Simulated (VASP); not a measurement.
# Cu (Fm-3m) in VASP: further runs

One crystal, Cu, is run at these levels: PBE; tasks: relaxation of cell and atoms.

Program: VASP 6.6.1. These are calculated values, not measurements. Logs are shortened: lines on timing, memory, paths and dates and some standing lists are left out, and cuts for length are marked.

### 1 The crystal as given

It takes space group Fm-3m (No. 225, cubic). The conventional cell has a = 3.615 Å, b = 3.615 Å, c = 3.615 Å, α = 90.00°, β = 90.00°, γ = 90.00°. Cu (site symmetry m-3m) has 12 Cu at 2.56 Å as nearest neighbours.

### 2 Relaxation of cell and atoms, PBE

File INCAR:

```
ALGO     = Normal         # electronic algorithm
EDIFF    = 1E-7           # SCF threshold, eV
EDIFFG   = -0.002         # ionic threshold
ENCUT    = 520            # plane-wave cutoff, eV
GGA      = PE             # functional
IBRION   = 2              # ionic algorithm
ISIF     = 3              # what is computed and relaxed
ISMEAR   = 0              # smearing method
LASPH    = True           # aspherical terms in the spheres
LCHARG   = False          # write CHGCAR
LREAL    = False          # projectors in reciprocal space
LWAVE    = False          # write WAVECAR
NELM     = 60             # most SCF steps
NSW      = 80             # ionic steps
PREC     = Accurate       # precision mode
SIGMA    = 0.1            # smearing width, eV
```

File KPOINTS:

```
k-points
0
Gamma
  20 20 20
```

File POSCAR:

```
Cu
1.0
    0.0000000000      1.8075000000      1.8075000000
    1.8075000000      0.0000000000      1.8075000000
    1.8075000000      1.8075000000      0.0000000000
Cu
1
Direct
    0.0000000000      0.0000000000      0.0000000000
```

Potentials or basis: VASP PAW PBE potentials, release 64 (Cu).

Launch:

```
$ cat potpaw_PBE.64/Cu/POTCAR > POTCAR
$ mpirun -np 1 vasp_std > vasp.out
```

OUTCAR:

```text
EDIFF = 1E-7
   EDIFFG = -0.002
   ENCUT = 520
   GGA = PE
   IBRION = 2
   ISIF = 3
   ISMEAR = 0
   LASPH = True
   LREAL = False
   NELM = 60
   NSW = 80
   PREC = Accurate

 ion  position               nearest neighbor table
   1  0.000  0.000  0.000-

  LATTYP: Found a face centered cubic cell.
 ALAT       =     3.6150000000

  Lattice vectors:

 A1 = (   0.0000000000,   1.8075000000,   1.8075000000)
 A2 = (   1.8075000000,   0.0000000000,   1.8075000000)
 A3 = (   1.8075000000,   1.8075000000,   0.0000000000)

Analysis of symmetry for initial positions (statically):
=====================================================================
 Subroutine PRICEL returns:
 Original cell was already a primitive cell.

 Routine SETGRP: Setting up the symmetry group for a
 face centered cubic supercell.

 Subroutine GETGRP returns: Found 48 space group operations
 (whereof 48 operations were pure point group operations)
 out of a pool of 48 trial point group operations.

The static configuration has the point symmetry O_h .

Analysis of symmetry for dynamics (positions and initial velocities):
=====================================================================
 Subroutine PRICEL returns:
 Original cell was already a primitive cell.

 Routine SETGRP: Setting up the symmetry group for a
 face centered cubic supercell.

 Subroutine GETGRP returns: Found 48 space group operations
 (whereof 48 operations were pure point group operations)
 out of a pool of 48 trial point group operations.

The dynamic configuration has the point symmetry O_h .

 Subroutine INISYM returns: Found 48 space group operations
 (whereof 48 operations are pure point group operations),
 and found     1 'primitive' translations

----------------------------------------------------------------------------------------

                                     Primitive cell

  volume of cell :      11.8104

  direct lattice vectors                    reciprocal lattice vectors
     0.000000000  1.807500000  1.807500000    -0.276625173  0.276625173  0.276625173
     1.807500000  0.000000000  1.807500000     0.276625173 -0.276625173  0.276625173
     1.807500000  1.807500000  0.000000000     0.276625173  0.276625173 -0.276625173

  length of vectors
     2.556191014  2.556191014  2.556191014     0.479128854  0.479128854  0.479128854

  position of ions in fractional coordinates (direct lattice)
     0.000000000  0.000000000  0.000000000

  ion indices of the primitive-cell ions
   primitive index   ion index
                 1           1

----------------------------------------------------------------------------------------

 KPOINTS: k-points

Automatic generation of k-mesh.
 Grid dimensions read from file:
 generate k-points for:   20   20   20

 Generating k-lattice:

  Cartesian coordinates                     Fractional coordinates (reciprocal lattice)
    -0.013831259  0.013831259  0.013831259     0.050000000  0.000000000  0.000000000
     0.013831259 -0.013831259  0.013831259     0.000000000  0.050000000  0.000000000
     0.013831259  0.013831259 -0.013831259     0.000000000  0.000000000  0.050000000

  Length of vectors
     0.023956443  0.023956443  0.023956443

  Shift w.r.t. Gamma in fractional coordinates (k-lattice)
     0.000000000  0.000000000  0.000000000

 Subroutine IBZKPT returns following result:
 ===========================================

 Found    256 irreducible k-points:

 Following reciprocal coordinates:
            Coordinates               Weight
  0.000000  0.000000  0.000000      1.000000
  0.050000  0.000000  0.000000      8.000000
  0.100000  0.000000  0.000000      8.000000
  0.150000  0.000000  0.000000      8.000000
  0.200000  0.000000  0.000000      8.000000
  0.250000  0.000000  0.000000      8.000000
[... 16 lines left out ...]
 -0.400000  0.050000  0.000000     24.000000
 -0.350000  0.050000  0.000000     24.000000
 [... further k-points ...]
   k-points           NKPTS =    256   k-points in BZ     NKDIM =    256   number of bands    NBANDS=      9
   number of dos      NEDOS =    301   number of ions     NIONS =      1
   total plane-waves  NPLWV =   8000
   dimension x,y,z NGX =    20 NGY =   20 NGZ =   20
   dimension x,y,z NGXF=    40 NGYF=   40 NGZF=   40
   ions per type =               1
   NGX,Y,Z   is equivalent  to a cutoff of  13.01, 13.01, 13.01 a.u.
   NGXF,Y,Z  is equivalent  to a cutoff of  26.01, 26.01, 26.01 a.u.
 SYSTEM =  unknown system
   PREC   = accura    normal or accurate (medium, high low for compatibility)
   ISTART =      0    job   : 0-new  1-cont  2-samecut
   ICHARG =      2    charge: 1-file 2-atom 10-const
   ISPIN  =      1    spin polarized calculation?
   LNONCOLLINEAR =      F non collinear calculations
   LSORBIT =      F    spin-orbit coupling
   LASPH  =      T    aspherical Exc in radial PAW
   ENCUT  =  520.0 eV  38.22 Ry    6.18 a.u.   4.75  4.75  4.75*2*pi/ulx,y,z
   NELM   =     60;   NELMIN=  2; NELMDL= -5     # of ELM steps
   EDIFF  = 0.1E-06   stopping-criterion for ELM
   LREAL  =      F    real-space projection
   EDIFFG = -.2E-02   stopping-criterion for IOM
   NSW    =     80    number of steps for IOM
   IBRION =      2    ionic relax: 0-MD 1-quasi-New 2-CG
   NFREE  =      1    steps in history (QN), initial steepest desc. (CG)
   ISIF   =      3    stress and relaxation
   ISYM   =      2    0-nonsym 1-usesym 2-fastsym
   POTIM  = 0.5000    time-step for ionic-motion
   TEBEG  =    0.0;   TEEND  =   0.0 temperature during run
   PSTRESS=    0.0 pullay stress
   NELECT =      11.0000    total number of electrons
   NUPDOWN=      -1.0000    fix difference up-down
   EMIN   =  10.00;   EMAX   =-10.00  energy-range for DOS
   EFERMI =   0.00;   METHOD = LEGACY
   ISMEAR =     0;   SIGMA  =   0.10  broadening in eV -4-tet -1-fermi 0-gaus
   EFERMI_NEDOS =   21; number of points for ismear=-14 and -15
   IALGO  =     38    algorithm
   IMIX   =      4    mixing-type and parameters
     AMIX     =   0.40;   BMIX     =  1.00
     AMIX_MAG =   1.60;   BMIX_MAG =  1.00
  volume/ion in A,a.u.               =      11.81        79.70
  Fermi-wavevector in a.u.,A,eV,Ry     =   1.598763  3.021224 34.777078  2.556043
  Thomas-Fermi vector in A             =   2.696162
   LORBIT       =      0    0 simple, 1 ext, 2 COOP (PROOUT), +10 PAW based schemes
   GGA     = PE    functional components
   LHFCALC =     F    Hartree Fock is set to
   AEXX    =    0.0000 exact exchange contribution
   IVDW    =     0    specifies the selected vdW correction
   LEPSILON=     F    determine dielectric tensor
   LRPA    =     F    only Hartree local field effects (RPA)
 conjugate gradient relaxation of ions
 non-spin polarized calculation
 Gauss-broadening in eV      SIGMA  =   0.10
  energy-cutoff  :      520.00
  volume of cell :       11.81
 maximum number of plane-waves:       332
   NGX =  9   NGY =  9   NGZ =  9

--------------------------------------- Ionic step        1  -------------------------------------------

 number of electron      11.0000001 magnetization

 Free energy of the ion-electron system (eV)
  ---------------------------------------------------
  ext. energy  EPLUGINS =         0.00000000
  ---------------------------------------------------
  free energy    TOTEN  =        -3.72803549 eV

  energy without entropy =       -3.72672100  energy(sigma->0) =       -3.72737825

------------------------ aborting loop because EDIFF is reached ----------------------------------------

  FORCE on cell =-STRESS in cart. coord.  units (eV):
  Direction    XX          YY          ZZ          XY          YZ          ZX
  --------------------------------------------------------------------------------------
  -------------------------------------------------------------------------------------
  Total        0.1701115      0.1701115      0.1701115      0.0000000      0.0000000      0.0000000
  in kB       23.0770063     23.0770063     23.0770063      0.0000000      0.0000000      0.0000000
  external PRESSURE =      23.0770063 kB  Pullay stress =       0.0000000 kB
[... 55 lines left out ...]
  energy  without entropy=       -3.7276060255  energy(sigma->0) =       -3.72828190

--------------------------------------- Ionic step        3  -------------------------------------------

 number of electron      10.9999996 magnetization

 Free energy of the ion-electron system (eV)
  ---------------------------------------------------
  ext. energy  EPLUGINS =         0.00000000
  ---------------------------------------------------
  free energy    TOTEN  =        -3.72935703 eV

  energy without entropy =       -3.72801816  energy(sigma->0) =       -3.72868759

 E-fermi :   7.3658     XC(G=0): -12.6346

 val. band max:        7.3455875856   @ k =   0.5000   0.2500   0.1000
 cond. band min:       7.4110177123   @ k =   0.5000   0.3500   0.1500
 fundamental gap:      0.0654301267
 Fermi energy:         7.3658217193

 k-point     1 :       0.0000    0.0000    0.0000
  band No.  band energies     occupation
      1      -1.8398      2.00000
      2       4.4146      2.00000
      3       4.4146      2.00000
      4       4.4146      2.00000
      5       5.2168      2.00000
      6       5.2168      2.00000
      7      29.8603      0.00000
      8      32.3829      0.00000
      9      32.3829      0.00000
[... 265 lines left out ...]
 k-point    24 :      -0.3500    0.0500    0.0000
  band No.  band energies     occupation
      1       1.9422      2.00000
      2       4.4407      2.00000
      3       4.4795      2.00000
      4       4.6163      2.00000
      5       5.5252      2.00000
      6       5.8027      2.00000
      7      14.5812      0.00000
      8      27.0049      0.00000
      9      29.4044      0.00000

 [... further k-points ...]

------------------------ aborting loop because EDIFF is reached ----------------------------------------

  FORCE on cell =-STRESS in cart. coord.  units (eV):
  Direction    XX          YY          ZZ          XY          YZ          ZX
  --------------------------------------------------------------------------------------
  -------------------------------------------------------------------------------------
  Total        0.0014187      0.0014187      0.0014187     -0.0000000      0.0000000     -0.0000000
  in kB        0.1894564      0.1894564      0.1894564     -0.0000000      0.0000000     -0.0000000
  external PRESSURE =       0.1894564 kB  Pullay stress =       0.0000000 kB
[... 16 lines left out ...]
  FREE ENERGIE OF THE ION-ELECTRON SYSTEM (eV)
  ---------------------------------------------------
  free  energy   TOTEN  =        -3.7293570299 eV

  energy  without entropy=       -3.7280181568  energy(sigma->0) =       -3.72868759

 reached required accuracy - stopping structural energy minimisation
```

It took 26 s on 1 thread of Intel Xeon 6975P-C (Granite Rapids), shared host; peak memory 0.15 GiB.

Results:

* Free energy: -3.7294 eV
* Relaxed volume: 12.00 Å³/atom
* Relaxed cell: a = 2.570 Å, b = 2.570 Å, c = 2.570 Å, α = 60.00°, β = 60.00°, γ = 60.00°
* Space group after relaxing (to 0.05 Å): Fm-3m (No. 225)
* Energy gained by relaxing: 1.3 meV/atom
* Ionic steps: 3
* Pressure after relaxing: 0.0 GPa
* Band gap on the k mesh: none (metal or under the smearing width)

Step by step:
| step | energy change (eV) | largest force (eV/Å) | pressure (GPa) | volume (Å³) |
| --- | --- | --- | --- | --- |
| 1 | 0.0000 | 0.0000 | 2.31 | 11.81 |
| 2 | -0.0009 | 0.0000 | -1.20 | 12.10 |
| 3 | -0.0013 | 0.0000 | 0.02 | 12.00 |

Final structure:
```
Cu
1.0
     0.00000    1.81700    1.81700
     1.81700    0.00000    1.81700
     1.81700    1.81700    0.00000
Cu
1
Direct
  0.00000 0.00000 0.00000
```

PBE usually gives volumes a little too large and moduli too small. Zero-point motion and thermal expansion aren't in these numbers.

### 3 Relaxation of cell and atoms, PBE

This run uses another cell than the first one, of 12.00 Å³/atom, 1.016 times its volume.

INCAR is that of step 2.

KPOINTS is that of step 2.

File POSCAR:

```
Cu                                      
1.0
    0.0000000000      1.8169977007      1.8169977007
    1.8169977007     -0.0000000000      1.8169977007
    1.8169977007      1.8169977007      0.0000000000
  Cu            
     1
Direct
     0.0000000000000000    0.0000000000000000    0.0000000000000000
```

Potentials or basis: VASP PAW PBE potentials, release 64 (Cu).

Launch:

```
$ cat potpaw_PBE.64/Cu/POTCAR > POTCAR
$ mpirun -np 1 vasp_std > vasp.out
```

It took 20 s on 1 thread of Intel Xeon 6975P-C (Granite Rapids), shared host; peak memory 0.15 GiB.

Results (log left out):

```
Free energy                            : -3.7295 eV
Relaxed volume                         : 12.00 Å³/atom
Relaxed cell                           : a = 2.570 Å, b = 2.570 Å, c = 2.570 Å, α = 60.00°, β = 60.00°, γ = 60.00°
Space group after relaxing (to 0.05 Å) : Fm-3m (No. 225)
Energy gained by relaxing              : 0.0 meV/atom
Ionic steps                            : 2
Pressure after relaxing                : 0.0 GPa
Band gap on the k mesh                 : none (metal or under the smearing width)
```

Final structure:
```
Cu
1.0
     0.00000    1.81732    1.81732
     1.81732    0.00000    1.81732
     1.81732    1.81732    0.00000
Cu
1
Direct
  0.00000 0.00000 0.00000
```

Levels at points of the mesh, in eV from the Fermi level:
| k point | band 2 | band 3 | band 4 | band 5 | band 6 | band 7 | band 8 | band 9 |
| --- | --- | --- | --- | --- | --- | --- | --- | --- |
| (0.00, 0.00, 0.00) | -2.95 | -2.95 | -2.95 | -2.15 | -2.15 | 22.49 | 25.01 | 25.01 |
| (0.50, 0.00, 0.00) | -2.98 | -2.98 | -1.59 | -1.59 | -0.93 | 3.70 | 20.99 | 21.85 |
| (0.50, 0.50, 0.00) | -4.31 | -1.61 | -1.45 | -1.45 | 1.54 | 7.03 | 12.98 | 12.98 |
